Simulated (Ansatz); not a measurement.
BaF2:
```
CELL_PARAMETERS angstrom
      0.00000     3.12314     3.12314
      3.12314     0.00000     3.12314
      3.12314     3.12314     0.00000
ATOMIC_POSITIONS crystal
  Ba 0.00000 0.00000 0.00000
  F  0.25000 0.25000 0.25000
  F  0.75000 0.75000 0.75000
```

Relaxed with PBE. Special points in fractions of this cell's reciprocal vectors: Γ (0.000, 0.000, 0.000); X (0.500, 0.000, 0.500); U (0.625, 0.250, 0.625); K (0.375, 0.375, 0.750); L (0.500, 0.500, 0.500); W (0.500, 0.250, 0.750).

Problem. List the band energies nearest the valence-band maximum at these points for the program Ansatz at the PBE level (PAW).

Solution. In eV from the valence-band maximum; about four levels below and three above (degenerate sets whole), none deeper than 8.9 eV; points with the same levels are listed once.

| k | below | above |
|---|---|---|
| Γ | -1.41 -1.41 -1.41 -0.09 -0.09 -0.09 | 6.73 9.18 9.18 |
| X | -0.34 -0.34 -0.32 -0.32 -0.14 | 7.27 8.96 10.62 |
| U | -0.49 -0.35 -0.20 -0.16 | 7.52 9.31 9.86 |
| L | -0.63 -0.36 -0.18 -0.18 | 9.04 9.16 9.16 |
| W | -0.34 -0.34 -0.28 -0.19 | 7.53 9.74 9.81 9.81 |

Space group Fm-3m (fluorite). The PBE relaxation kept the symmetry of its start. Scalar-relativistic: spin–orbit coupling is off unless named, which matters more the heavier the elements.

Potentials: the later of the program's two PAW sets.
